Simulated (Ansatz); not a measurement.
# CoO (P-6m2) in Ansatz: notebook

One crystal, CoO, is run at these levels: PBE; tasks: single point.

Everything below comes from runs of Ansatz 0.2.0. Logs are shortened: lines on timing, memory, paths and dates and some standing lists are left out, and cuts for length are marked.

## Step 1: The cell of the first run

It takes space group P-6m2 (No. 187, hexagonal). The conventional cell has a = 2.828 Å, b = 2.828 Å, c = 2.722 Å, α = 90.00°, β = 90.00°, γ = 120.00°. Co (site symmetry -6m2) is surrounded by 6 O at 2.13 Å. Around O (site symmetry -6m2) lie 6 Co at 2.13 Å.

The cell was built by a generator and needn't be a form met in nature.

## Step 2: Single point, PBE, collinear spin, antiferromagnetic start (another cell of the same crystal, with 4 atoms)

Input file input.yaml:

```yaml
crystal:
  lattice:
    - [-1.41423, 2.44951, 2.72172]
    - [2.82845, 0.0, 2.72172]
    - [1.41422, 2.44951, 0.0]
  atoms:
    - { symbol: Co, position: [0.25, 0.25, 0.75], spin: 3.5 }
    - { symbol: Co, position: [0.75, 0.75, 0.25], spin: -3.5 }
    - { symbol: O, position: [0.83333, 0.16667, 0.5] }
    - { symbol: O, position: [0.33333, 0.66667, 0.0] }
hamiltonian:
  xc: pbe
  pseudopotentials: { kind: paw }
magnetization:
  spin_polarized: true
kpoints:
  mp_grid: { grid: [8, 8, 8] }
scf:
  occupations: { method: fermi_dirac, width: 0.05 }
output:
  forces: true
  stress: true
  eigenvalues: true
  write_density: true
  write_potential: true
  elf: true
  volumetric_format: npy
```

Potentials or basis: Ansatz PAW.

Run with:

```bash
> ansatz run input.yaml --threads 2 --pin off --max-ram 5632MiB --backend cpu --events-out ev --progress --plain --runs-dir out
```

Standard output:

```text
Warning: where an SCF of this run starts from atoms to list the orders of its open shells, Co (site 0, from 0) starts with 3.00 μB on its 3d shell, in the place of the 3.50 μB that the deck gives it: its open shells can hold no more by Hund's first rule. To start from spheres of the given moment, type scf.initial_density.shell_occupations: []
Warning: where an SCF of this run starts from atoms to list the orders of its open shells, Co (site 1, from 0) starts with -3.00 μB on its 3d shell, in the place of the -3.50 μB that the deck gives it: its open shells can hold no more by Hund's first rule. To start from spheres of the given moment, type scf.initial_density.shell_occupations: []
Warning: RAYON_NUM_THREADS=2 ignored (pool sized by the plan → 2); use --threads N
Engine: ansatz 0.2.0, aarch64-unknown-linux-gnu
Pseudopotentials: kind: paw
Pseudopotential: Co, paw, valence charge 17, recommended cutoff 420 eV (normal), Co.paw.azcp
Pseudopotential: O, paw, valence charge 6, recommended cutoff 420 eV (normal), O.paw.azcp
Functional definition: PBE
  parameter kappa = 0.804
  parameter beta = 0.06672455060314922
  exchange = pbe_x(kappa = kappa, mu = beta*pi^2/3)
  correlation = pbe_c(beta = beta)
Crystal: 4 atoms, lattice volume = 37.714 Å³
Basis set: ecut = 420 eV, 745 PW (Γ), exchange–correlation on 54×54×40 points (8 copies of the dense FFT grid, shifted against one another)
Bands: 32, of which v1, the nominal top of the filled ones, is band 23 counted from 1 (22 counted from 0)
Symmetry: 4 space group operations
Space group: Imm2 (ITA 44), of the structure as read, at distance tolerance 3.4e-5 Å
Magnetic group: BNS 44.234 (UNI 332), of the structure as read, at distance tolerance 3.4e-5 Å
k-points: 95 of 512 (time reversal used)
Non-local potential: Co, projectors of the file, l = 0: 3, l = 1: 2, l = 2: 3, l = 3: 1
Non-local potential: O, projectors of the file, l = 0: 2, l = 1: 2, l = 2: 1
PAW form: soft (Blöchl's): semilocal exchange-correlation on the pseudo side does not see the compensation charge
PAW one-centre angular grid: Co, 590 points (default); XC on 64 Gauss nodes
PAW one-centre angular grid: O, 110 points (default); XC on 64 Gauss nodes
Initial density: superposition of atomic densities (chi_scale 0.1, normalization cell, long waves kept (reshape's long-wave potential 0.00 eV rms))
Starting moments: Σ|m| = 7 μB on 2 of 4 sites
Starting magnetic order: antiferromagnet; a translation exchanges its spin sublattices: spin-degenerate at every k-point
Initial wavefunctions: pseudopotential atomic-orbital guess
Functional: x = pbe(κ = 0.804, μ = 0.2195149727645171), c = pbe(β = 0.06672455060314922)
the translation (0.5, 0.5, 0.5) carries every atom to within crystal.symmetry.tolerance of an atom of its element with the starting moment reversed, but both spin channels are solved: the dense FFT box has an odd point count along it
SCF iter   1: F=—  HF=-11382.157443 eV  |F-HF|=—  |Δ(HF+E_count)|=         —  Δρ=1.26e-1 (↑1.26e-1 ↓1.26e-1)  dr2=1.25e1  dr2_m=1.85e0  M=-0.000 μB ∫|m|=4.160 μB  β_m=0.30  ethr=3.10e-3  ⟨swp⟩=5.6  Hψ=22318  notcnv=0  defer=8
Mixer restart at iter 1: flushing history
preconditioner: auto → Kerker (q_TF=auto, 2.820 Å⁻¹)  [metal: Δε(μ)=0.005 eV  Ē_g=11.982 eV  σ=0.050 eV  W_gap=0.02  n_scr=16 (ndim 8)  ℏωp=33.1 eV  f_vac=0.000  D(μ)=7.17/eV (n_scr^D=134)]
spin=Collinear: Kerker preconditioning applied to the charge; magnetization (m = ρ↑ − ρ↓) channel mixes plain (no charge-response kernel on spin).
SCF iter   2: F=—  HF=-11383.210765 eV  |F-HF|=—  |Δ(HF+E_count)|=    1.05e0  Δρ=3.96e-2 (↑3.96e-2 ↓3.96e-2)  dr2=1.17e0  dr2_m=1.87e-1  M=-0.000 μB ∫|m|=4.878 μB  β_m=0.35  ethr=3.10e-3  ⟨swp⟩=3.0  Hψ=14106  notcnv=0  defer=336
SCF iter   3: F=—  HF=-11383.652530 eV  |F-HF|=—  |Δ(HF+E_count)|=   4.42e-1  Δρ=2.54e-2 (↑2.54e-2 ↓2.54e-2)  dr2=3.79e-1  dr2_m=7.94e-2  M=-0.000 μB ∫|m|=4.937 μB  β_m=0.67  ethr=2.54e-3  ⟨swp⟩=2.0  Hψ=8460  notcnv=0  defer=336
SCF iter   4: F=—  HF=-11383.840545 eV  |F-HF|=—  |Δ(HF+E_count)|=         —  Δρ=1.25e-2 (↑1.25e-2 ↓1.25e-2)  dr2=9.43e-2  dr2_m=1.26e-2  M=0.000 μB ∫|m|=4.996 μB  β_m=0.67  ethr=8.24e-4  ⟨swp⟩=3.1  Hψ=11157  notcnv=0  defer=338
Mixer restart at iter 4: flushing history
SCF iter   5: F=—  HF=-11383.876779 eV  |F-HF|=—  |Δ(HF+E_count)|=   3.62e-2  Δρ=4.57e-3 (↑4.57e-3 ↓4.57e-3)  dr2=6.66e-3  dr2_m=2.37e-3  M=0.000 μB ∫|m|=4.964 μB  β_m=0.69  ethr=2.05e-4  ⟨swp⟩=2.3  Hψ=10910  notcnv=0  defer=360
SCF iter   6: F=—  HF=-11383.876894 eV  |F-HF|=—  |Δ(HF+E_count)|=   1.15e-4  Δρ=5.00e-3 (↑5.00e-3 ↓4.97e-3)  dr2=1.68e-2  dr2_m=1.94e-3  M=-0.000 μB ∫|m|=4.994 μB  β_m=0.73  ethr=1.45e-5  ⟨swp⟩=2.0  Hψ=11768  notcnv=0  defer=374
SCF iter   7: F=—  HF=-11383.878937 eV  |F-HF|=—  |Δ(HF+E_count)|=   2.04e-3  Δρ=2.92e-3 (↑2.92e-3 ↓2.85e-3)  dr2=3.70e-3  dr2_m=8.68e-4  M=0.000 μB ∫|m|=4.968 μB  β_m=0.87  ethr=1.45e-5  ⟨swp⟩=2.0  Hψ=11786  notcnv=0  defer=374
SCF iter   8: F=—  HF=-11383.880084 eV  |F-HF|=—  |Δ(HF+E_count)|=   1.15e-3  Δρ=8.98e-4 (↑8.33e-4 ↓8.98e-4)  dr2=2.49e-4  dr2_m=8.83e-5  M=-0.000 μB ∫|m|=4.966 μB  β_m=0.92  ethr=8.05e-6  ⟨swp⟩=2.0  Hψ=11957  notcnv=0  defer=374
SCF iter   9: F=—  HF=-11383.880344 eV  |F-HF|=—  |Δ(HF+E_count)|=   2.60e-4  Δρ=6.72e-4 (↑3.32e-4 ↓6.72e-4)  dr2=1.93e-4  dr2_m=2.47e-5  M=0.002 μB ∫|m|=4.968 μB  β_m=0.76  ethr=5.41e-7  ⟨swp⟩=2.0  Hψ=10742  notcnv=0  defer=374
SCF iter  10: F=—  HF=-11383.880297 eV  |F-HF|=—  |Δ(HF+E_count)|=   4.68e-5  Δρ=2.16e-4 (↑2.16e-4 ↓1.28e-4)  dr2=2.60e-5  dr2_m=1.85e-6  M=-0.000 μB ∫|m|=4.967 μB  β_m=0.73  ethr=4.19e-7  ⟨swp⟩=2.0  Hψ=9873  notcnv=0  defer=374
SCF iter  11: F=—  HF=-11383.880300 eV  |F-HF|=—  |Δ(HF+E_count)|=   2.66e-6  Δρ=7.32e-5 (↑7.32e-5 ↓5.65e-5)  dr2=3.83e-6  dr2_m=2.75e-7  M=-0.000 μB ∫|m|=4.966 μB  β_m=0.80  ethr=5.64e-8  ⟨swp⟩=2.1  Hψ=8076  notcnv=0  defer=374
SCF iter  12: F=—  HF=-11383.880301 eV  |F-HF|=—  |Δ(HF+E_count)|=   6.49e-7  Δρ=2.70e-5 (↑2.16e-5 ↓2.70e-5)  dr2=5.11e-7  dr2_m=7.56e-8  M=-0.000 μB ∫|m|=4.966 μB  β_m=0.87  ethr=8.32e-9  ⟨swp⟩=2.0  Hψ=8333  notcnv=0  defer=374
SCF iter  13: F=—  HF=-11383.880301 eV  |F-HF|=—  |Δ(HF+E_count)|=   9.59e-8  Δρ=1.88e-5 (↑1.29e-5 ↓1.88e-5)  dr2=2.09e-7  dr2_m=2.46e-8  M=0.000 μB ∫|m|=4.966 μB  β_m=0.93  ethr=1.11e-9  ⟨swp⟩=2.1  Hψ=8771  notcnv=0  defer=374
SCF iter  14: F=—  HF=-11383.880301 eV  |F-HF|=—  |Δ(HF+E_count)|=   3.74e-8  Δρ=1.00e-5 (↑1.00e-5 ↓7.45e-6)  dr2=7.99e-8  dr2_m=3.81e-9  M=0.000 μB ∫|m|=4.966 μB  β_m=0.91  ethr=4.54e-10  ⟨swp⟩=1.6  Hψ=6646  notcnv=0  defer=374
SCF iter  15: F=—  HF=-11383.880301 eV  |F-HF|=—  |Δ(HF+E_count)|=   1.19e-8  Δρ=5.78e-6 (↑5.78e-6 ↓3.37e-6)  dr2=9.40e-9  dr2_m=4.15e-9  M=-0.000 μB ∫|m|=4.966 μB  β_m=0.95  ethr=1.74e-10  ⟨swp⟩=2.3  Hψ=8550  notcnv=0  defer=374
SCF iter  16: F=—  HF=-11383.880301 eV  |F-HF|=—  |Δ(HF+E_count)|=   7.04e-9  Δρ=1.27e-5 (↑1.24e-5 ↓1.27e-5)  dr2=1.28e-7  dr2_m=2.02e-8  M=-0.000 μB ∫|m|=4.966 μB  β_m=0.98  ethr=2.04e-11  ⟨swp⟩=1.5  Hψ=6455  notcnv=0  defer=374
SCF iter  17: F=-11383.880301 eV  HF=-11383.880301 eV  |F-HF|=1.22e-9  |Δ(HF+E_count)|=   4.57e-9  Δρ=1.69e-6 (↑6.08e-7 ↓1.69e-6)  dr2=1.21e-9  dr2_m=1.36e-10  M=0.000 μB ∫|m|=4.966 μB  ethr=2.04e-11  ⟨swp⟩=10.8  Hψ=35332  notcnv=0
SCF 1 converged in 17 iterations: F = -11383.880301 eV  dr2 = 1.21e-9
Symmetry: 2 space group operations
k-points: 150 of 512 (time reversal used)
Initial density: read from a saved state, or passed on in memory by an earlier SCF of this step, an earlier step, the calling program or the single point that the run made first
Starting moments: Σ|m| = 7 μB on 2 of 4 sites; this step starts from the density that it was given
Initial wavefunctions: those read from a saved state, or passed on in memory by an earlier step or the calling program
the translation (0.5, 0.5, 0.5) carries every atom to within crystal.symmetry.tolerance of an atom of its element with the starting moment reversed, but both spin channels are solved: the run starts from a saved state that isn't shown to keep it, or this solve from the single point that its walk made first
iter 1 solved again at ethr=2.62e-12 eV; its pass at ethr=2.17e-6 eV (dr2=1.21e-9 eV) is discarded
SCF iter   1: F=—  HF=-11383.880301 eV  |F-HF|=—  |Δ(HF+E_count)|=         —  Δρ=1.69e-6 (↑6.08e-7 ↓1.69e-6)  dr2=1.21e-9  dr2_m=1.36e-10  M=0.000 μB ∫|m|=4.966 μB  ethr=2.62e-12  ⟨swp⟩=1.0  Hψ=43694  notcnv=0
preconditioner: auto → Kerker (q_TF=auto, 2.820 Å⁻¹)  [metal: Δε(μ)=0.026 eV  Ē_g=12.564 eV  σ=0.050 eV  W_gap=0.13  n_scr=16 (ndim 8)  ℏωp=33.1 eV  f_vac=0.000  D(μ)=2.66/eV (n_scr^D=28)]
spin=Collinear: Kerker preconditioning applied to the charge; magnetization (m = ρ↑ − ρ↓) channel mixes plain (no charge-response kernel on spin).
SCF iter   2: F=—  HF=-11383.881419 eV  |F-HF|=—  |Δ(HF+E_count)|=   1.12e-3  Δρ=9.36e-3 (↑9.33e-3 ↓9.36e-3)  dr2=7.35e-2  dr2_m=6.75e-3  M=-0.000 μB ∫|m|=4.959 μB  ethr=2.17e-6  ⟨swp⟩=1.0  Hψ=47194  notcnv=0
SCF iter   3: F=—  HF=-11383.877206 eV  |F-HF|=—  |Δ(HF+E_count)|=   4.21e-3  Δρ=1.37e-3 (↑1.35e-3 ↓1.37e-3)  dr2=9.69e-4  dr2_m=3.27e-4  M=-0.000 μB ∫|m|=4.993 μB  ethr=2.17e-6  ⟨swp⟩=1.0  Hψ=29418  notcnv=0
SCF iter   4: F=—  HF=-11383.880102 eV  |F-HF|=—  |Δ(HF+E_count)|=   2.90e-3  Δρ=1.95e-4 (↑1.68e-4 ↓1.95e-4)  dr2=1.25e-5  dr2_m=4.77e-6  M=-0.001 μB ∫|m|=4.971 μB  ethr=2.17e-6  ⟨swp⟩=1.0  Hψ=21697  notcnv=0
an SCF along what the orbitals of the run's state read of its open shells (or to have them read: on a GPU, or by another smearing), with 2 of the crystal's symmetry operations given up (150 k-points in place of 95), reached no lower state that the run goes on to. This is no proof of a minimum
SCF converged after 17 iterations
Magnetization: 0.0000 μB (23.0000 up, 23.0000 down)
Absolute magnetization: 4.9756 μB (∫|ρ↑−ρ↓|, with the PAW one-centre terms)
Spin contamination: 2.5890 ħ² per cell (⟨S²⟩ above its minimum at these occupations)
Per-site moments (μB) at R_I (Å): [(2.2872134657406695, 0.8768513347652884), (-2.287209628405144, 0.8768513347652884), (-1.0634867781687139e-7, 0.8768513347652884), (-1.063486784885431e-7, 0.8768513347652884)]
Free energy (F): -11383.880301 eV
Harris-Foulkes:  -11383.880301 eV  (|F-HF|=1.22e-9)
Internal energy: -11383.857425 eV  (E = F + TS)
E sigma→0 (E₀):  -11383.868863 eV
Entropy (-TS):   -0.022876 eV (-5.719 meV/atom)
Fermi energy:    14.284919 eV
--- Per-component energies (eV) ---
  E_band       = -595.911063
  E_kinetic    = 1237.072578
  E_local      = -6841.715236  (includes V_loc(G=0)·N_el)
  E_nonlocal   = 1026.014473
  E_hartree    = 2813.711860
  E_xc         = -458.263749
  E_vxc        = -588.989955  (∫ρ·V_xc dr)
  E_paw        = -3352.484248  (= ΣΔE_a)
  E_vpaw       = -1055.723896  (= ΣTr[D̂ρ^β])
  E_aug_tail   = 0.004679  (compensation charges beyond the density's cutoff)
  E_ewald      = -5808.197782
  E_smearing   = -0.022876  (= −TS)
  E_closure    = 0.000000  (closes the sum)
  Σ components = -11383.880301   (vs F -11383.880301, Δ=0.00e0)
--- Forces (eV/Å), atoms counted from 1 ---
  atom   1  Co     0.24128855    -0.13930768    -0.00000000
  atom   2  Co     0.24128746    -0.13930705    -0.00000000
  atom   3  O     -0.24129535     0.13931161     0.00000176
  atom   4  O     -0.24129535     0.13931161    -0.00000176
  max |Σ_I F_I| component: 1.47e-5 eV/Å
--- Stress (GPa, compression-positive) ---
        3.783947      -4.569493       0.000000
       -4.569493      -1.492474       0.000000
        0.000000       0.000000       1.289029
  P = ⅓ Tr σ = 1.1935 GPa (11.935 kbar)
--- Band table (eV; the first three rows and the last of 190) ---
  k-point 0 ↑: bands = ["-82.5575", "-79.7179", "-45.9351", "-45.8541", "-45.7112", "-43.0926", "-43.0529", "-43.0236", "-5.9688", "-4.1805", "7.3793", "7.8532", "9.0501", "9.7509", "9.9597", "10.8319", "10.9085", "11.9982", "12.3598", "12.7057", "12.7341", "13.7648", "14.4106", "15.0437", "15.1150", "15.2725", "15.9022", "19.8443", "25.3984", "26.2427", "28.6183", "28.8810"]
  k-point 1 ↑: bands = ["-82.5571", "-79.7173", "-45.9410", "-45.8535", "-45.7107", "-43.0995", "-43.0524", "-43.0230", "-5.8124", "-4.1746", "7.4320", "7.7812", "9.1071", "9.3493", "10.0264", "10.2133", "11.1911", "11.7786", "12.2655", "12.8109", "12.8376", "13.7764", "14.2406", "14.9755", "15.0662", "15.9091", "16.3164", "20.0724", "24.6086", "26.2759", "28.8020", "28.9381"]
  k-point 2 ↑: bands = ["-82.5559", "-79.7161", "-45.9553", "-45.8522", "-45.7094", "-43.1161", "-43.0512", "-43.0217", "-5.4008", "-4.1762", "7.5490", "7.7908", "8.5196", "8.9613", "9.4687", "10.0686", "11.2706", "11.5870", "12.2839", "12.8262", "12.9697", "13.8090", "13.9832", "14.9526", "15.2291", "15.7934", "18.1098", "20.7433", "23.3188", "27.0920", "27.2632", "28.6812"]
  k-point 94 ↓: bands = ["-82.5574", "-79.7176", "-45.9354", "-45.8556", "-45.7124", "-43.0928", "-43.0539", "-43.0249", "-4.8757", "-4.7241", "5.7180", "6.4654", "9.3731", "10.1708", "10.4262", "10.8012", "10.8969", "11.4156", "12.2445", "12.4815", "13.2662", "13.5607", "14.0348", "14.4780", "15.0254", "15.8124", "20.0511", "21.4187", "21.4194", "23.4276", "29.3786", "31.5534"]
```

It took 72 s on 2 threads of Arm Neoverse V2, shared host; peak memory 1.3 GiB.

Results:

```yaml
Free_energy: -11383.8803 eV
Pressure: 1.2 GPa
Largest_force: 0.279 eV/Å
Band_gap_on_the_k_mesh: none (metal or under the smearing width)
Net_moment: 0.00 μB per cell
Absolute_moment: 4.98 μB per cell
Site_moments: Co +2.29, -2.29; O -0.00 μB
```

Forces on the atoms (eV/Å):
```
Co   0.241 -0.139  0.000
Co   0.241 -0.139  0.000
O   -0.241  0.139  0.000
O   -0.241  0.139  0.000
```

Caveat: the pressure holds a Pulay correction of +0.7 GPa for the finite cutoff; semilocal functionals often make such compounds metallic where correlation or magnetic order opens a gap, which also shifts bond lengths.

[end of part 1 of 2]
